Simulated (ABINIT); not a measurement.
TePb:

```xyz
2
Lattice="4.0023 0.0000 0.0000 0.0000 4.0023 0.0000 0.0000 0.0000 4.0023" Properties=species:S:1:pos:R:3 pbc="T T T"
Pb    0.0000    0.0000    0.0000
Te    2.0011    2.0011    2.0011
```

Measurements of this composition are mostly on another form, of space group No. 225.

Base run:

| Property | Result |
| --- | --- |
| Program | ABINIT 10.8.3 (patched build) |
| Functional | BLYP |
| Potentials or basis | JTH PAW PBE v2.0 |
| Cutoff | 599 eV |
| k mesh | 7 × 7 × 7 |
| Occupations | fermi-dirac, width 0.05 eV |
| Spin | spin-orbit coupling, no magnetisation |

Its results: band gap on the k mesh none (metal or under the smearing width); pressure 3.7 GPa.

Question: The run is repeated on the same cell with these changes: functional from BLYP to RPBE. What comes out?

Answer: Band gap on the k mesh none (metal or under the smearing width); pressure 1.3 GPa.

Caveats: the PAW data sets were made with another functional, which shifts forces and pressure a little.
